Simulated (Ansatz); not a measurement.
**KI: two-dimensional strain map**

Method: DFT PBEsol, scalar-relativistic, plane waves, PAW (Ansatz). Cutoff 420 eV, Γ-centred 6×6×6 k-points, Gaussian smearing of 0.05 eV. No spin polarisation. Energies are free energies at this smearing, counted from the undisturbed cell; pressure is positive in compression.

The starting cell (as given, not relaxed at this level; it stands at -0.2 GPa):

```
CELL_PARAMETERS angstrom
0.00000 3.52455 3.52455
3.52455 0.00000 3.52455
3.52455 3.52455 0.00000
ATOMIC_POSITIONS crystal
K 0.00000 0.00000 0.00000
I 0.50000 0.50000 0.50000
```

The cell is strained by p along both x and y and by q along z, fractional coordinates fixed. Points are written (p, q).

Energy above the undisturbed cell in meV/atom (a dash: not computed):

```csv
p \ q,-0.080,-0.040,0.000,0.040,0.080
-0.080,110.8,78.9,?,70.1,78.4
-0.040,48.4,19.3,11.4,15.7,26.4
0.000,?,4.9,0.0,7.1,20.5
0.040,40.4,17.4,15.7,25.8,?
0.080,?,45.0,46.4,59.8,79.1
```

(1) Fill in the withheld energies.

Answers

(1) (-0.080, 0.000): 68.4; (0.000, -0.080): 31.0; (0.040, 0.080): 42.1; (0.080, -0.080): 64.6.